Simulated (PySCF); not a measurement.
Molecule: SiS (silylene, thioxo-), in a box.

```xyz
2
Lattice="9.0000 0.0000 0.0000 0.0000 9.0000 0.0000 0.0000 0.0000 11.0000" Properties=species:S:1:pos:R:3 pbc="T T T"
Si    4.5462    4.4889    4.5702
S     4.4850    4.5378    6.5257
```

The cell isn't the ideal one: atoms moved at random, drawn with an rms of 0.05 Å.

Program: PySCF 2.14.0. Alike in all runs: task atomic charges; potentials or basis cc-pvdz (all-electron); no spin polarisation; cell atoms moved at random, drawn with an rms of 0.05 Å; k mesh 1 × 1 × 1; smearing fixed.

Task: Order these runs on this cell by their band gap on the k mesh, lowest first.
A. level r2SCANh; exxdiv ewald
B. level revPBE+D3(BJ); three-body dispersion term no
C. level r2SCAN

Result: B (3.81 eV), C (4.13 eV), A (4.85 eV).

Caveats: this is a molecule in a periodic box at the Γ point, so its band gap is the HOMO-LUMO gap; the basis of atomic orbitals isn't converged, which shifts pressures, moduli and gaps.

Runs at the PBE level aren't shown here.
